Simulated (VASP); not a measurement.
Runs of VASP 6.6.1 on NaI. It takes space group Fm-3m (No. 225, cubic). Conventional cell: a = 6.363 Å, b = 6.363 Å, c = 6.363 Å, α = 90.00°, β = 90.00°, γ = 90.00°. Na (site symmetry m-3m) is surrounded by 6 I at 3.18 Å. I (site symmetry m-3m) has 6 Na at 3.18 Å as nearest neighbours. 

| task | cell | gap on the mesh (eV) | pressure (GPa) |
| --- | --- | --- | --- |
| relaxation of cell and atoms | relaxed | 3.78 | 0.0 |
| relaxation of the atoms | atoms relaxed from: a relaxed cell with its volume scaled by 1.02 | 3.73 | -0.4 |
| relaxation of the atoms | atoms relaxed from: a relaxed cell with its volume scaled by 1.04 | 3.67 | -0.7 |
| relaxation of the atoms | atoms relaxed from: a relaxed cell with its volume scaled by 0.98 | (b) | 0.4 |
| relaxation of the atoms | atoms relaxed from: a relaxed cell with its volume scaled by 0.96 | (a) | 0.8 |

Alike in all rows: level PBE+D3(BJ); potentials or basis VASP PAW PBE potentials, release 64 (Na_pv, I); no spin polarisation; k mesh 8 × 8 × 8; cutoff (eV) 600; smearing gaussian 0.03 eV.

Question: Estimate the missing entries.

Answer: (a) 3.91; (b) 3.84.

Caveats: the relaxation stopped at its first step, so nothing moved; spin-orbit coupling is left out, which moves the levels of the heavy elements.

A k mesh can miss the band edges, and the runs leave out spin-orbit coupling on I.
